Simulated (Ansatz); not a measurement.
A run of Ansatz 0.2.0 is set up as follows.

The input input.yaml:

```yaml
crystal:
  lattice:
    - [0.0, 1.737572933, 1.737572933]
    - [1.737572933, 0.0, 1.737572933]
    - [1.737572933, 1.737572933, 0.0]
  atoms:
    - { symbol: Ni, position: [0.0, 0.0, 0.0], spin: 1.0 }
kpoints:
  mp_grid: { grid: [13, 13, 13] }
scf:
  occupations: { method: gaussian, width: 0.024 }
hamiltonian:
  xc: pbe
  pseudopotentials: { kind: all_electron, lapw: { basis_error: 0.001 } }
magnetization:
  spin_polarized: true
output:
  forces: true
  stress: true
  eigenvalues: true
```

Potentials or basis: all-electron LAPW, scalar-relativistic.

Command:

```sh
$ ansatz run input.yaml --threads 2 --pin off --max-ram 6144MiB --backend cpu --events-out ev --progress --plain --runs-dir out
```

**Question.** Estimate the net moment.

**Answer.** 0.64 μB per cell.

**Question.** Estimate the site moments.

**Answer.** Ni +0.66 μB.

**Question.** Estimate the absolute moment.

**Answer.** 0.72 μB per cell.

**Question.** What does it give for the pressure?

**Answer.** 8.0 GPa.
